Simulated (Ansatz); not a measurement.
# HfO2: the cost of one run

Computed with Ansatz 0.2.0 (DFT PBE, scalar-relativistic, plane waves, PAW, unless a step's input says otherwise).

**1. The structure to begin with**

The structure is trigonal, space group P-3m1 (No. 164). The conventional cell has a = 3.252 Å, b = 3.252 Å, c = 5.602 Å, α = 90.00°, β = 90.00°, γ = 120.00°. Around Hf (site symmetry -3m) lie 6 O at 2.11 Å. Around O (site symmetry 3m) lie 3 Hf at 2.11 Å.

Structure file:

```
CELL_PARAMETERS angstrom
3.25221 0.00000 0.00000
-1.62611 2.81650 0.00000
0.00000 0.00000 5.60170
ATOMIC_POSITIONS crystal
Hf 0.00000 0.00000 0.00000
O 0.33333 0.66667 0.17312
O 0.66667 0.33333 0.82688
```

An earlier run at PBE left this cell at 17.104 Å³/atom and 0.00 GPa (12×12×6 mesh).

Volume factors to run: 0.980, 1.020, 0.960, 1.040, 1.070, 1.100, 0.945.

**2. Volume × 0.980**

input.yaml reads:

```yaml
crystal:
  lattice:
    - [3.2303836171, 0.0, 0.0]
    - [-1.6151918086, 2.7975942763, 0.0]
    - [0.0, 0.0, 5.5641060112]
  atoms:
    - { symbol: Hf, position: [0.0, 0.0, 0.0] }
    - { symbol: O, position: [0.3333333333, 0.6666666667, 0.1731211689] }
    - { symbol: O, position: [0.6666666667, 0.3333333333, 0.8268788311] }
basis:
  ecutwfc: 420
  ecutrho_ratio: 4
kpoints:
  mp_grid: { grid: [12, 12, 6] }
hamiltonian:
  xc: pbe
scf:
  occupations: { method: gaussian, width: 0.05 }
output:
  forces: true
  stress: true
  eigenvalues: true
relax:
  f_tol: 0.01
  max_steps: 40
  cell: { stress_tol: 0.1, fix: [volume] }
```

The run is started by

```
> ansatz run input.yaml --threads 2 --pin off --max-ram 2662MiB --backend cpu --events-out ev --progress --plain --runs-dir out
```

**Question.** How long does this run take on 2 threads of Arm Neoverse V2, shared host, and how much memory does it need?

About 17 s, with a peak of 0.4 GiB.
